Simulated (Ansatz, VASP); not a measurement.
One calculation of SiNi, two programs

INCAR

```
PREC     = Accurate       # precision mode
ENCUT    = 520            # plane-wave cutoff, eV
EDIFF    = 1E-7           # SCF threshold, eV
ISMEAR   = -1             # smearing method
SIGMA    = 0.05           # smearing width, eV
LREAL    = False          # projectors in reciprocal space
LASPH    = True           # aspherical terms in the spheres
NELM     = 100            # most SCF steps
ALGO     = Normal         # electronic algorithm
ISIF     = 2              # what is computed and relaxed
LWAVE    = False          # write WAVECAR
LCHARG   = False          # write CHGCAR
ISPIN    = 2              # spin polarisation
MAGMOM   = 1 1 1 1 0 0 0 0 # initial moments
LORBIT   = 11             # projections on sites
LMAXMIX  = 4              # l up to which the mixer works
GGA      = PE             # functional
NBANDS   = 42             # bands
```

The input KPOINTS:

```
regular mesh
0
Gamma
  5 8 5
```

Contents of POSCAR:

```
SiNi
1.0
    5.1731000000      0.0000000000      0.0000000000
    0.0000000000      3.3381000000      0.0000000000
    0.0000000000      0.0000000000      5.6049000000
Ni Si
4 4
Direct
    0.9922100000      0.7500000000      0.8124800000
    0.5077900000      0.2500000000      0.3124800000
    0.4922100000      0.7500000000      0.6875200000
    0.0077900000      0.2500000000      0.1875200000
    0.6787200000      0.2500000000      0.9175000000
    0.8212800000      0.7500000000      0.4175000000
    0.1787200000      0.2500000000      0.5825000000
    0.3212800000      0.7500000000      0.0825000000
```

input.yaml

```yaml
crystal:
  lattice:
    - [5.1731, 0.0, 0.0]
    - [0.0, 3.3381, 0.0]
    - [0.0, 0.0, 5.6049]
  atoms:
    - { symbol: Ni, position: [0.99221, 0.75, 0.81248], spin: 1.0 }
    - { symbol: Ni, position: [0.50779, 0.25, 0.31248], spin: 1.0 }
    - { symbol: Ni, position: [0.49221, 0.75, 0.68752], spin: 1.0 }
    - { symbol: Ni, position: [0.00779, 0.25, 0.18752], spin: 1.0 }
    - { symbol: Si, position: [0.67872, 0.25, 0.9175] }
    - { symbol: Si, position: [0.82128, 0.75, 0.4175] }
    - { symbol: Si, position: [0.17872, 0.25, 0.5825] }
    - { symbol: Si, position: [0.32128, 0.75, 0.0825] }
hamiltonian:
  xc: pbe
  pseudopotentials: { kind: paw }
magnetization:
  spin_polarized: true
kpoints:
  mp_grid: { grid: [5, 8, 5] }
  band_path:
    path:
      - [[0.0, 0.0, 0.0], [0.0, -0.5, 0.0], [-0.5, -0.5, 0.0], [-0.5, 0.0, 0.0], [0.0, 0.0, 0.0], [0.0, 0.0, -0.5], [0.0, -0.5, -0.5], [-0.5, -0.5, -0.5], [-0.5, 0.0, -0.5], [0.0, 0.0, -0.5]]
      - [[-0.5, 0.0, 0.0], [-0.5, 0.0, -0.5]]
      - [[0.0, -0.5, -0.5], [0.0, -0.5, 0.0]]
      - [[-0.5, -0.5, 0.0], [-0.5, -0.5, -0.5]]
    npoints: 10
scf:
  occupations: { method: fermi_dirac, width: 0.05 }
  n_extra_bands: 20
output:
  forces: true
  stress: true
  eigenvalues: true
  fatbands: true
```

Alike in both runs: functional PBE; k mesh 5 × 8 × 5; occupations fermi-dirac, width 0.05 eV; collinear spin, ferromagnetic start.

|  | VASP | Ansatz |
| --- | --- | --- |
| version | VASP 6.6.1 | Ansatz 0.2.0 |
| potentials or method | VASP PAW PBE potentials, release 64 (Ni, Si) | Ansatz PAW |
| plane-wave cutoff (eV) | 520 | 420 |
| valence electrons in the cell | 56 | 88 |
| task | single point | band structure |

|  | VASP | Ansatz | Ansatz less VASP |
| --- | --- | --- | --- |
| gap on the k mesh at the Fermi level (eV) | none | none | - |
| pressure (GPa) | 1.8 | 1.7 | -0.05 |
| largest component of the traceless stress (GPa) | 1.61 | 1.66 | +0.052 |
| rms of the force components (eV/Å) | 0.028 | 0.026 | -0.0020 |
| net moment per atom (μB) | 0.00 | 0.00 | 0.000 |

Atom by atom the forces differ by 0.004 eV/Å (rms over components). A gap of «none» marks a metal or a gap that the smearing closes. The two sets of potentials don't hold the same shells in valence.

Caveats: the starting moments weren't kept (Ansatz).
